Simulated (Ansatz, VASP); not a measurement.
**Two plane-wave programs on BeTe**

```
Be Te
1.0
     0.00000    2.68323    2.68323
     2.68323    0.00000    2.68323
     2.68323    2.68323    0.00000
Be Te
1 1
Direct
  0.00000 0.00000 0.00000
  0.50000 0.50000 0.50000
```

Alike in both runs: task single point; functional r2SCAN; dispersion rVV10; k mesh 6 × 6 × 6; occupations fermi-dirac, width 0.02 eV; no spin polarisation.

```csv
,VASP,Ansatz
version,VASP 6.6.1,Ansatz 0.2.0
potentials or method,"VASP PAW PBE potentials, release 64 (Be, Te)",plane waves
plane-wave cutoff (eV),520,500
valence electrons in the cell,8,18
```

```tsv
	VASP	Ansatz	Ansatz less VASP
pressure (GPa)	-0.4	-0.6	-0.22
```

The two sets of potentials don't hold the same shells in valence.

Caveats: the PAW data sets were made with another functional, which shifts forces and pressure a little (VASP). Spin-orbit coupling is left out, which matters for the levels of Te.
